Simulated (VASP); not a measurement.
# MgF2 (P4_2/mnm) in VASP: single point with HSE06

Aim: the single point of MgF2 with HSE06.

Program: VASP 6.6.1. These are calculated values, not measurements. Logs are shortened: lines on timing, memory, paths and dates and some standing lists are left out, and cuts for length are marked.

**1. The structure**

It takes space group P4_2/mnm (No. 136, tetragonal). The conventional cell has a = 4.624 Å, b = 4.624 Å, c = 3.053 Å, α = 90.00°, β = 90.00°, γ = 90.00°. Mg (site symmetry mmm) is surrounded by 6 F at 1.98 to 2.00 Å. Around F (site symmetry m2m) lie 3 Mg at 1.98 to 2.00 Å.

The cell comes from a database or a generator and needn't be the stable form of this composition.

**2. Single point, HSE06**

POSCAR reads:

```
MgF2
1.0
    4.6238000000      0.0000000000      0.0000000000
    0.0000000000      4.6238000000      0.0000000000
    0.0000000000      0.0000000000      3.0533400000
Mg F
2 4
Direct
    0.5000000000      0.5000000000      0.5000000000
    0.0000000000      0.0000000000      0.0000000000
    0.6967800000      0.6967800000      0.0000000000
    0.8032200000      0.1967800000      0.5000000000
    0.3032200000      0.3032200000      1.0000000000
    0.1967800000      0.8032200000      0.5000000000
```

INCAR.step1 reads:

```
PREC = Accurate ; ENCUT = 520
EDIFF = 1E-5 ; ISMEAR = 0
SIGMA = 0.02 ; LREAL = F
LASPH = T ; NELM = 60
ALGO = Normal ; ISIF = 2
LWAVE = T ; NBANDS = 25
GGA = PE
```

INCAR.step2 reads:

```
PREC = Accurate ; ENCUT = 520
EDIFF = 1E-6 ; ISMEAR = 0
SIGMA = 0.02 ; LREAL = F
LASPH = T ; NELM = 60
ALGO = Normal ; ISIF = 2
LWAVE = F ; LCHARG = T
GGA = PE ; LHFCALC = T
HFSCREEN = 0.2 ; PRECFOCK = Fast
LELF = T ; LVHAR = T
NBANDS = 25 ; ISTART = 1
```

KPOINTS reads:

```
Automatic mesh
0
Gamma
  4 4 6
```

Potentials or basis: VASP PAW PBE potentials, release 64 (Mg, F).

On the command line:

```console
cat potpaw_PBE.64/Mg/POTCAR potpaw_PBE.64/F/POTCAR > POTCAR
cp INCAR.step1 INCAR
mpirun -np 1 vasp_std > vasp.out
cp INCAR.step2 INCAR
mpirun -np 1 vasp_std > vasp.out
```

OUTCAR:

```text
PREC = Accurate
   ENCUT = 520
   EDIFF = 1E-6
   ISMEAR = 0
   LREAL = F
   LASPH = T
   NELM = 60
   ISIF = 2
   GGA = PE
   LHFCALC = T
   HFSCREEN = 0.2
   PRECFOCK = Fast
   ISTART = 1

 ion  position               nearest neighbor table
   1  0.500  0.500  0.500-   4 1.98   6 1.98   5 2.00   3 2.00   3 2.00   5 2.00   2 3.61   2 3.61
                             2 3.61   2 3.61   2 3.61   2 3.61   2 3.61   2 3.61
   2  0.000  0.000  0.000-   3 1.98   5 1.98   4 2.00   6 2.00   4 2.00   6 2.00   1 3.61   1 3.61
                             1 3.61   1 3.61   1 3.61   1 3.61   1 3.61   1 3.61
   3  0.697  0.697  0.000-   2 1.98   1 2.00   1 2.00
   4  0.803  0.197  0.500-   1 1.98   2 2.00   2 2.00
   5  0.303  0.303  0.000-   2 1.98   1 2.00   1 2.00
   6  0.197  0.803  0.500-   1 1.98   2 2.00   2 2.00

  LATTYP: Found a simple tetragonal cell.
 ALAT       =     4.6238000000
 C/A-ratio  =     0.6603529564

  Lattice vectors:

 A1 = (   4.6238000000,   0.0000000000,   0.0000000000)
 A2 = (   0.0000000000,   4.6238000000,   0.0000000000)
 A3 = (   0.0000000000,   0.0000000000,   3.0533400000)

Analysis of symmetry for initial positions (statically):
=====================================================================
 Subroutine PRICEL returns:
 Original cell was already a primitive cell.

 Routine SETGRP: Setting up the symmetry group for a
 simple tetragonal supercell.

 Subroutine GETGRP returns: Found 16 space group operations
 (whereof  8 operations were pure point group operations)
 out of a pool of 16 trial point group operations.

The static configuration has the point symmetry D_2h.
 The point group associated with its full space group is D_4h.

Analysis of symmetry for dynamics (positions and initial velocities):
=====================================================================
 Subroutine PRICEL returns:
 Original cell was already a primitive cell.

 Routine SETGRP: Setting up the symmetry group for a
 simple tetragonal supercell.

 Subroutine GETGRP returns: Found 16 space group operations
 (whereof  8 operations were pure point group operations)
 out of a pool of 16 trial point group operations.

The dynamic configuration has the point symmetry D_2h.
 The point group associated with its full space group is D_4h.

 Subroutine INISYM returns: Found 16 space group operations
 (whereof  8 operations are pure point group operations),
 and found     1 'primitive' translations

----------------------------------------------------------------------------------------

                                     Primitive cell

  volume of cell :      65.2790

  direct lattice vectors                    reciprocal lattice vectors
     4.623800000  0.000000000  0.000000000     0.216272330  0.000000000  0.000000000
     0.000000000  4.623800000  0.000000000     0.000000000  0.216272330  0.000000000
     0.000000000  0.000000000  3.053340000     0.000000000  0.000000000  0.327510202

  length of vectors
     4.623800000  4.623800000  3.053340000     0.216272330  0.216272330  0.327510202

  position of ions in fractional coordinates (direct lattice)
     0.500000000  0.500000000  0.500000000
     0.000000000  0.000000000  0.000000000
     0.696780000  0.696780000  0.000000000
     0.803220000  0.196780000  0.500000000
     0.303220000  0.303220000  0.000000000
     0.196780000  0.803220000  0.500000000

  ion indices of the primitive-cell ions
   primitive index   ion index
                 1           1
                 2           2
                 3           3
                 4           4
                 5           5
                 6           6

----------------------------------------------------------------------------------------

 KPOINTS: Automatic mesh

Automatic generation of k-mesh.
 Grid dimensions read from file:
 generate k-points for:    4    4    6

 Generating k-lattice:

  Cartesian coordinates                     Fractional coordinates (reciprocal lattice)
     0.054068083  0.000000000  0.000000000     0.250000000  0.000000000  0.000000000
     0.000000000  0.054068083  0.000000000     0.000000000  0.250000000  0.000000000
     0.000000000  0.000000000  0.054585034     0.000000000  0.000000000  0.166666667

  Length of vectors
     0.054068083  0.054068083  0.054585034

  Shift w.r.t. Gamma in fractional coordinates (k-lattice)
     0.000000000  0.000000000  0.000000000

 Subroutine IBZKPT returns following result:
 ===========================================

 Found     24 irreducible k-points:

 Following reciprocal coordinates:
            Coordinates               Weight
  0.000000  0.000000  0.000000      1.000000
  0.250000  0.000000  0.000000      4.000000
  0.500000  0.000000  0.000000      2.000000
  0.250000  0.250000  0.000000      4.000000
  0.500000  0.250000  0.000000      4.000000
  0.500000  0.500000  0.000000      1.000000
[... 16 lines left out ...]
  0.500000  0.250000  0.500000      4.000000
  0.500000  0.500000  0.500000      1.000000
   k-points           NKPTS =     24   k-points in BZ     NKDIM =     96   number of bands    NBANDS=     25
   number of dos      NEDOS =    301   number of ions     NIONS =      6
   total plane-waves  NPLWV =  31104
   dimension x,y,z NGX =    36 NGY =   36 NGZ =   24
   dimension x,y,z NGXF=    72 NGYF=   72 NGZF=   48
   ions per type =               2   4
   NGX,Y,Z   is equivalent  to a cutoff of  12.94, 12.94, 13.07 a.u.
   NGXF,Y,Z  is equivalent  to a cutoff of  25.89, 25.89, 26.13 a.u.
 SYSTEM =  unknown system
   PREC   = accura    normal or accurate (medium, high low for compatibility)
   ISTART =      1    job   : 0-new  1-cont  2-samecut
   ICHARG =      0    charge: 1-file 2-atom 10-const
   ISPIN  =      1    spin polarized calculation?
   LNONCOLLINEAR =      F non collinear calculations
   LSORBIT =      F    spin-orbit coupling
   LASPH  =      T    aspherical Exc in radial PAW
   ENCUT  =  520.0 eV  38.22 Ry    6.18 a.u.   8.60  8.60  5.68*2*pi/ulx,y,z
   NELM   =     60;   NELMIN=  2; NELMDL=  0     # of ELM steps
   EDIFF  = 0.1E-05   stopping-criterion for ELM
   LREAL  =      F    real-space projection
   EDIFFG = 0.1E-04   stopping-criterion for IOM
   NSW    =      0    number of steps for IOM
   IBRION =     -1    ionic relax: 0-MD 1-quasi-New 2-CG
   NFREE  =      0    steps in history (QN), initial steepest desc. (CG)
   ISIF   =      2    stress and relaxation
   ISYM   =      3    0-nonsym 1-usesym 2-fastsym
   POTIM  = 0.5000    time-step for ionic-motion
   TEBEG  =    0.0;   TEEND  =   0.0 temperature during run
   PSTRESS=    0.0 pullay stress
   NELECT =      32.0000    total number of electrons
   NUPDOWN=      -1.0000    fix difference up-down
   EMIN   =  10.00;   EMAX   =-10.00  energy-range for DOS
   EFERMI =   0.00;   METHOD = LEGACY
   ISMEAR =     0;   SIGMA  =   0.02  broadening in eV -4-tet -1-fermi 0-gaus
   EFERMI_NEDOS =   21; number of points for ismear=-14 and -15
   IALGO  =     38    algorithm
   IMIX   =      1    mixing-type and parameters
     AMIX     =   0.40;   BMIX     =  1.00
     AMIX_MAG =   1.60;   BMIX_MAG =  1.00
  volume/ion in A,a.u.               =      10.88        73.42
  Fermi-wavevector in a.u.,A,eV,Ry     =   1.290824  2.439304 22.670394  1.666227
  Thomas-Fermi vector in A             =   2.422632
   LORBIT       =      0    0 simple, 1 ext, 2 COOP (PROOUT), +10 PAW based schemes
   GGA     = PE    functional components
   LHFCALC =     T    Hartree Fock is set to
   PRECFOCK=fast      Normal, Fast or Accurate (Low or Medium for compatibility)
   ENCUT4O =  -1.0   cutoff for four orbital integrals eV
   NKREDX  =     1    reduce k-point grid by
   NKREDY  =     1    reduce k-point grid by
   NKREDZ  =     1    reduce k-point grid by
   AEXX    =    0.2500 exact exchange contribution
   HFSCREEN=    0.2000 screening length (either q_TF or 0.3 A-1)
   HFSCREENC=   0.2000 screening length for correlation (either q_TF or 0.3 A-1)
   ENCUTFOCK=  -1.0 apply spherical cutoff to Coloumb kernel
   IVDW    =     0    specifies the selected vdW correction
   LEPSILON=     F    determine dielectric tensor
   LRPA    =     F    only Hartree local field effects (RPA)
 non-spin polarized calculation
 Gauss-broadening in eV      SIGMA  =   0.02
  energy-cutoff  :      520.00
  volume of cell :       65.28
 maximum number of plane-waves:      1779
 NGX is ok and might be reduce to    36
  NGX = 24; NGY = 24; NGZ = 14

 number of electron      32.0000035 magnetization

 Free energy of the ion-electron system (eV)
  ---------------------------------------------------
  ext. energy  EPLUGINS =         0.00000000
  ---------------------------------------------------
  free energy    TOTEN  =       -38.36133859 eV

  energy without entropy =      -38.36133859  energy(sigma->0) =      -38.36133859

 E-fermi :  -2.8449     XC(G=0):  -7.9682

 val. band max:       -3.0018460041   @ k =   0.0000   0.0000   0.0000
 cond. band min:       6.4080604252   @ k =   0.0000   0.0000   0.0000
 fundamental gap:      9.4099064293
 Fermi energy:        -2.8449336074

 k-point     1 :       0.0000    0.0000    0.0000
  band No.  band energies     occupation
      1     -25.3045      2.00000
      2     -24.4754      2.00000
      3     -24.4754      2.00000
      4     -24.3817      2.00000
      5      -7.1673      2.00000
      6      -5.5865      2.00000
[... 17 lines left out ...]
     24      18.2515      0.00000
     25      18.2515      0.00000

 k-point     2 :       0.2500    0.0000    0.0000
  band No.  band energies     occupation
      1     -25.2032      2.00000
      2     -24.6477      2.00000
      3     -24.4478      2.00000
      4     -24.3514      2.00000
      5      -6.9359      2.00000
      6      -5.7195      2.00000
[... 17 lines left out ...]
     24      17.6984      0.00000
     25      18.2570      0.00000

 k-point     3 :       0.5000    0.0000    0.0000
  band No.  band energies     occupation
      1     -24.9441      2.00000
      2     -24.9441      2.00000
      3     -24.3868      2.00000
      4     -24.3868      2.00000
      5      -6.3956      2.00000
      6      -6.3956      2.00000
[... 17 lines left out ...]
     24      17.1947      0.00000
     25      18.0331      0.00000

 k-point     4 :       0.2500    0.2500    0.0000
  band No.  band energies     occupation
      1     -25.1129      2.00000
      2     -24.6765      2.00000
      3     -24.5029      2.00000
      4     -24.3686      2.00000
      5      -6.7353      2.00000
      6      -5.8410      2.00000
[... 17 lines left out ...]
     24      18.0323      0.00000
     25      18.0426      0.00000

 k-point     5 :       0.5000    0.2500    0.0000
  band No.  band energies     occupation
      1     -24.8884      2.00000
      2     -24.8884      2.00000
      3     -24.4474      2.00000
      4     -24.4474      2.00000
      5      -6.2856      2.00000
      6      -6.2856      2.00000
[... 17 lines left out ...]
     24      17.3619      0.00000
     25      18.1147      0.00000

 k-point     6 :       0.5000    0.5000    0.0000
  band No.  band energies     occupation
      1     -24.8107      2.00000
      2     -24.8107      2.00000
      3     -24.5300      2.00000
      4     -24.5300      2.00000
      5      -6.1440      2.00000
      6      -6.1440      2.00000
[... 17 lines left out ...]
     24      17.4196      0.00000
     25      17.7478      0.00000
[... 393 lines left out ...]
 k-point    21 :       0.5000    0.0000    0.5000
  band No.  band energies     occupation
      1     -24.6365      2.00000
      2     -24.6365      2.00000
      3     -24.4424      2.00000
      4     -24.4424      2.00000
      5      -6.2318      2.00000
      6      -6.2318      2.00000
[... 17 lines left out ...]
     24      15.8042      0.00000
     25      16.7860      0.00000

 k-point    22 :       0.2500    0.2500    0.5000
  band No.  band energies     occupation
      1     -24.6605      2.00000
      2     -24.6392      2.00000
      3     -24.4392      2.00000
      4     -24.4165      2.00000
      5      -6.5850      2.00000
      6      -6.2870      2.00000
[... 17 lines left out ...]
     24      15.9478      0.00000
     25      16.4527      0.00000

 k-point    23 :       0.5000    0.2500    0.5000
  band No.  band energies     occupation
      1     -24.6355      2.00000
      2     -24.6355      2.00000
      3     -24.4406      2.00000
      4     -24.4406      2.00000
      5      -6.6390      2.00000
      6      -6.6390      2.00000
[... 17 lines left out ...]
     24      15.2217      0.00000
     25      16.9831      0.00000

 k-point    24 :       0.5000    0.5000    0.5000
  band No.  band energies     occupation
      1     -24.6346      2.00000
      2     -24.6346      2.00000
      3     -24.4391      2.00000
      4     -24.4391      2.00000
      5      -6.8465      2.00000
      6      -6.8465      2.00000
[... 17 lines left out ...]
     24      14.7677      0.00000
     25      17.5917      0.00000

------------------------ aborting loop because EDIFF is reached ----------------------------------------

  FORCE on cell =-STRESS in cart. coord.  units (eV):
  Direction    XX          YY          ZZ          XY          YZ          ZX
  --------------------------------------------------------------------------------------
  -------------------------------------------------------------------------------------
  Total        0.2004973      0.2004973      0.0569421      0.0000000      0.0000000      0.0000000
  in kB        4.9209154      4.9209154      1.3975621      0.0000000      0.0000000      0.0000000
  external PRESSURE =       3.7464643 kB  Pullay stress =       0.0000000 kB

 VOLUME and BASIS-vectors are now :
 -----------------------------------------------------------------------------
  energy-cutoff  :      520.00
  volume of cell :       65.28
      direct lattice vectors                 reciprocal lattice vectors
     4.623800000  0.000000000  0.000000000     0.216272330  0.000000000  0.000000000
     0.000000000  4.623800000  0.000000000     0.000000000  0.216272330  0.000000000
     0.000000000  0.000000000  3.053340000     0.000000000  0.000000000  0.327510202

 POSITION                                       TOTAL-FORCE (eV/Angst)
 -----------------------------------------------------------------------------------
      2.31190      2.31190      1.52667         0.000000      0.000000      0.000000
      0.00000      0.00000      0.00000         0.000000      0.000000      0.000000
      3.22177      3.22177      0.00000        -0.002843     -0.002843      0.000000
      3.71393      0.90987      1.52667         0.002843     -0.002843      0.000000
      1.40203      1.40203      0.00000         0.002843      0.002843     -0.000000
      0.90987      3.71393      1.52667        -0.002843      0.002843     -0.000000
 -----------------------------------------------------------------------------------
    total drift:                                0.000010     -0.000038      0.000055

  FREE ENERGIE OF THE ION-ELECTRON SYSTEM (eV)
  ---------------------------------------------------
  free  energy   TOTEN  =       -38.3613385919 eV

  energy  without entropy=      -38.3613385919  energy(sigma->0) =      -38.36133859
```

Run time: 38 min. Hardware: 1 thread of AMD EPYC 9R45 (Zen 5), shared host; peak memory 0.27 GiB.

Results:

* Free energy: -38.3613 eV
* Pressure: 0.4 GPa
* Largest force: 0.004 eV/Å
* Band gap on the k mesh: 9.41 eV, direct

Forces in eV/Å, atoms in the order of the input:
```
Mg   0.000  0.000  0.000
Mg   0.000  0.000  0.000
F   -0.003 -0.003  0.000
F    0.003 -0.003  0.000
F    0.003  0.003  0.000
F   -0.003  0.003  0.000
```

Stress tensor (GPa, compression positive):
```
0.49 0.00 0.00
0.00 0.49 0.00
0.00 0.00 0.14
```

Caveat: the PAW data sets were made with another functional, which shifts forces and pressure a little.
